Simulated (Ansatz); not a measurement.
Input for Ansatz (plane-wave DFT, PAW):

```yaml
crystal:
  lattice:
    - [0.0, 2.73125, 2.73125]
    - [2.73125, 0.0, 2.73125]
    - [2.73125, 2.73125, 0.0]
  atoms:
    - { symbol: Ca, position: [0.0342645309, 0.0106270023, 0.0685382151] }
    - { symbol: F, position: [0.25, 0.25, 0.25] }
    - { symbol: F, position: [0.75, 0.75, 0.75] }
basis:
  ecutwfc: 420
kpoints:
  mp_grid: { grid: [8, 8, 8] }
hamiltonian:
  xc: pbe
scf:
  occupations: { method: gaussian, width: 0.02 }
output:
  forces: true
  stress: true
  eigenvalues: true
```

Launched with
```bash
ansatz run input.yaml --threads 1 --pin off --max-ram 1331MiB --backend cpu --events-out ev --progress --plain --runs-dir out
```

The calculation used DFT PBE, scalar-relativistic, plane waves, PAW in Ansatz 0.2.0.

From the run's log, abridged (final results; tables in files aren't shown):

```
SCF 1 converged in 7 iterations: F = -3439.421300 eV  dr2 = 3.86e-8
SCF converged after 7 iterations
Free energy (F): -3439.421300 eV
Harris-Foulkes:  -3439.421300 eV  (|F-HF|=3.34e-8)
Internal energy: -3439.421300 eV  (E = F + TS)
E sigma→0 (E₀):  -3439.421300 eV
Fermi energy:    6.915833 eV
--- Per-component energies (eV) ---
  E_band       = -186.569256
  E_kinetic    = 696.341992
  E_local      = -1820.199791  (includes V_loc(G=0)·N_el)
  E_nonlocal   = 210.619552
  E_hartree    = 651.584137
  E_xc         = -299.493449
  E_vxc        = -379.228494  (∫ρ·V_xc dr)
  E_paw        = -1259.945296  (= ΣΔE_a)
  E_vpaw       = -197.271350  (= ΣTr[D̂ρ^β])
  E_aug_tail   = 0.004110  (compensation charges beyond the density's cutoff)
  E_ewald      = -1618.332553
  E_smearing   =  0.000000  (= −TS)
--- Forces (eV/Å), atoms counted from 1 ---
  atom   1  Ca    -1.49943415    -1.71969173    -0.98483958
  atom   2  F      1.16677557     1.19519658     1.19040438
  atom   3  F      0.33265007     0.52450140    -0.20558329
--- Stress (GPa, compression-positive) ---
        8.288588       4.871816       2.860139
        4.871816       7.311084       3.231873
        2.860139       3.231873       9.607154
  P = ⅓ Tr σ = 8.4023 GPa (84.023 kbar)
--- Band table (eV; the first three rows and the last of 260) ---
  k-point 0: bands = ["-32.4988", "-16.8289", "-16.0671", "-13.4587", "-13.4388", "-13.3392", "1.1548", "1.2296", "1.3424", "2.7984", "2.8593", "2.9814", "10.5004", "12.8268", "13.0766", "14.4459"]
  k-point 1: bands = ["-32.4934", "-16.8604", "-16.1337", "-13.4534", "-13.4183", "-13.2785", "1.1953", "1.2377", "1.5221", "2.6749", "2.7460", "2.9377", "10.8883", "12.8450", "13.0615", "14.2991"]
  k-point 2: bands = ["-32.4804", "-16.9175", "-16.3057", "-13.4692", "-13.3694", "-13.1089", "1.2955", "1.4163", "1.8067", "2.3438", "2.6013", "2.7753", "11.7598", "12.8885", "13.0270", "14.0934"]
  k-point 259: bands = ["-32.4611", "-17.1392", "-16.3638", "-13.4991", "-13.4772", "-12.7116", "1.6719", "1.7112", "1.9029", "2.1712", "2.3743", "2.4121", "12.1332", "12.9810", "13.0560", "14.3188"]
```

The run converged.